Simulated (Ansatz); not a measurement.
## BaTe (zincblende): G0W0 against its settings

BaTe built on the zincblende prototype, relaxed with r2SCAN; one-shot G0W0 in Ansatz without spin-orbit coupling. The cell comes from a prototype generator: it can be a known phase or a hypothetical one. Spin polarisation is off.

```
Ba Te
1.0
     0.00000    3.91416    3.91416
     3.91416    0.00000    3.91416
     3.91416    3.91416    0.00000
Ba Te
1 1
Direct
  0.00000 0.00000 0.00000
  0.25000 0.25000 0.25000
```

Gaps are read over the mesh points alone. G0W0 here is at a finite number of bands, screening cutoff and k mesh, not at the basis limit.
```csv
start,potentials,frequency model,mesh,empty bands,screening cutoff (eV),Kohn-Sham gap (eV),G0W0 gap (eV)
PBE,PAW,contour deformation,4×4×4,272,100,2.57,3.69
PBE,PAW,contour deformation,4×4×4,657,180,2.57,3.77
PBE,PAW,contour deformation,4×4×4,1275,260,2.57,3.80
HSE06,PAW,contour deformation,4×4×4,657,180,3.31,4.17
r2SCAN,PAW,contour deformation,4×4×4,657,180,2.94,3.98
PBE0,PAW,contour deformation,4×4×4,657,180,3.98,4.41
PBE,PAW,Godby-Needs pole,4×4×4,657,180,2.57,3.75
PBE,PAW,contour deformation,6×6×6,194,80,2.57,3.63
PBE,norm-conserving,contour deformation,4×4×4,657,180,2.56,3.75
```

Over the mesh points the PBE gap of 2.57 eV becomes a quasiparticle gap of 3.80 eV (W to Γ), a change of +1.24 eV. Renormalisation factors Z lie between 0.75 and 0.81.

Raising bands and cutoff together moves the gap by +0.08 eV (100 to 180 eV), then +0.03 eV (180 to 260 eV); the last step is small, which bounds nothing strictly. Starting from HSE06 (3.31 eV against PBE's 2.57 eV) gives 4.17 eV, +0.40 eV from G0W0@PBE at the same screening cutoff. Starting from r2SCAN (2.94 eV against PBE's 2.57 eV) gives 3.98 eV, +0.21 eV from G0W0@PBE at the same screening cutoff. Starting from PBE0 (3.98 eV against PBE's 2.57 eV) gives 4.41 eV, +0.64 eV from G0W0@PBE at the same screening cutoff. The Godby-Needs plasmon pole differs from contour deformation by -0.02 eV. Norm-conserving potentials (wave cutoff 1120 eV against 420 eV) shift the quasiparticle gap by -0.02 eV and the PBE gap by 0.00 eV. r2SCAN runs take a wave cutoff of 500 eV.
